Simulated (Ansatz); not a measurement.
This run works on a proposed trial structure, not on a known crystal.

Input and command of a plane-wave DFT calculation in Ansatz:

```yaml
crystal:
  lattice:
    - [5.1359042578, 0.0, 0.0]
    - [0.0, 6.5490683621, 0.0]
    - [0.0, 0.0, 5.5395911436]
  atoms:
    - { symbol: Hf, position: [0.2408303959, 0.8749101899, 0.5803435999] }
    - { symbol: Hf, position: [0.7591696041, 0.8749101899, 0.9196564001] }
    - { symbol: Hf, position: [0.7408303959, 0.6250898101, 0.4196564001] }
    - { symbol: Hf, position: [0.2591696041, 0.6250898101, 0.0803435999] }
    - { symbol: Hf, position: [0.7591696041, 0.1250898101, 0.4196564001] }
    - { symbol: Hf, position: [0.2408303959, 0.1250898101, 0.0803435999] }
    - { symbol: Hf, position: [0.2591696041, 0.3749101899, 0.5803435999] }
    - { symbol: Hf, position: [0.7408303959, 0.3749101899, 0.9196564001] }
    - { symbol: O, position: [0.5, 0.8804232124, 0.25] }
    - { symbol: O, position: [0.0, 0.6195767876, 0.75] }
    - { symbol: O, position: [0.5, 0.1195767876, 0.75] }
    - { symbol: O, position: [0.0, 0.3804232124, 0.25] }
basis:
  ecutwfc: 420
kpoints:
  mp_grid: { grid: [6, 6, 6] }
hamiltonian:
  xc: pbe
scf:
  occupations: { method: gaussian, width: 0.1 }
output:
  forces: true
  stress: true
  eigenvalues: true
relax:
  adjacent_minimum: "off"
  f_tol: 0.01
  max_steps: 80
  cell: { stress_tol: 0.05 }
```

```bash
ansatz run input.yaml --threads 1 --pin off --max-ram 2560MiB --backend cpu --events-out ev --progress --plain --runs-dir out
```

Processor: Intel(R) Xeon(R) 6975P-C (Granite Rapids), 1 thread, on a host shared with other jobs.

Task: How long does it run, and how much memory does it take?

Result: About 5.5 min, peak memory 1.3 GiB. It solves 140 bands at 64 k points (after reduction by symmetry) with about 3667 plane waves (on the last cell), in 43 SCF iterations over 6 ionic steps.
